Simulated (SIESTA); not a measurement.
## In: equation of state with LDA

Crystal: In.

```
In
1.0
     3.33548    0.00000    0.00000
    -1.66774    2.88861    0.00000
     0.00000    0.00000    5.50914
In
2
Direct
  0.66667 0.33333 0.75000
  0.33333 0.66667 0.25000
```

This isn't the form of In at room conditions, which is tetragonal.

```json
{
  "Program": "SIESTA 5.4.2",
  "Task": "equation of state",
  "Functional": "LDA",
  "Potentials or basis": "PseudoDojo 0.4 standard (LDA files)",
  "Basis": "DZP (energy shift 0.003 Ry; two zetas on semicore shells)",
  "Grid cutoff": "500 Ry",
  "Energy shift": "0.003 Ry",
  "k mesh": "9 × 9 × 5",
  "Occupations": "fermi-dirac, width 0.05 eV",
  "Spin": "no spin polarisation"
}
```

| Item | Value |
| --- | --- |
| Equilibrium volume | 24.93 Å³/atom (rough: see the caveat) |
| Bulk modulus at fixed shape and positions | 49 GPa (rough) |

Energy against volume, from the lowest point:
```tsv
volume (Å³/atom)	energy (meV/atom)
24.948	0.00
25.478	1.68
26.009	6.42
26.540	13.68
27.071	23.09
27.602	34.32
28.133	47.26
```

All runs of the series together: 5.2 min on 1 thread of Intel(R) Xeon(R) 6975P-C (Granite Rapids) (shared host).

Caveat: the minimum lies outside the volumes run; the cell was scaled at fixed shape and fractional positions, which overstates the stiffness of a crystal with free parameters, most of all of layers and chains; the basis of atomic orbitals isn't converged, which shifts pressures, moduli and gaps.
